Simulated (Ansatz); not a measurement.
Computed with Ansatz (plane waves, PAW, 420 eV cutoff): PBE, scalar-relativistic, no spin polarisation, 8×8×6 k-mesh, Gaussian smearing of 0.05 eV; PAW files: Ansatz's generated set soft_2.

A crystal of composition XSe, relaxed at this level of theory, gives this pattern between 10° and 80°.

Cu Kα1 powder pattern (kinematic, no thermal factors).
| 2θ (°) | relative intensity |
| --- | --- |
| 23.25 | 11 |
| 26.75 | 100 |
| 33.69 | 59 |
| 42.29 | 39 |
| 43.07 | 29 |
| 47.54 | 9 |
| 48.81 | 10 |
| 50.75 | 18 |
| 55.12 | 15 |
| 61.95 | 10 |
| 65.49 | 22 |
| 66.08 | 8 |
| 68.13 | 15 |
| 71.85 | 13 |
| 77.33 | 7 |
| 77.88 | 11 |
| 79.51 | 5 |

Question: Which lattice and cell does the pattern come from?

Answer: Hexagonal, space group P6_3/mmc (No. 194), a = 4.271 Å, b = 4.271 Å, c = 7.644 Å, α = 90.00°, β = 90.00°, γ = 120.00°. The line positions fix the lattice at most, not the space group, and lines under 1 % of the strongest aren't listed; this is the group of the computed cell.

The calculation on XSe, where X is one element, gave:

| Item | Value |
| --- | --- |
| Band gap | 0.21 eV |
| Smallest direct gap | 0.26 eV |
| Bader charges | X 0.87; Se -0.87 e |
| Formation energy from the elements (0 K, uncorrected) | -0.48 eV/atom |
| Bulk modulus (Birch–Murnaghan) | 44 GPa |
| Pressure derivative B0′ | 4.1 |
| Shear modulus (Hill) | 18.1 GPa |
| Young's modulus | 48 GPa |
| Poisson's ratio | 0.32 |
| Elastically stable | yes |

Sites: X on 2c, Se on 2a.

Question: Which element is X?
A. Hg
B. Pb
C. Tl
D. Bi

Answer: B. X is Pb, so the compound is PbSe.

The start was a prototype's sites filled with these elements. The Crystallography Open Database lists the compound in space group Fm-3m (rock salt), so this is a trial structure.

No spin–orbit coupling, a notable omission for heavy elements.
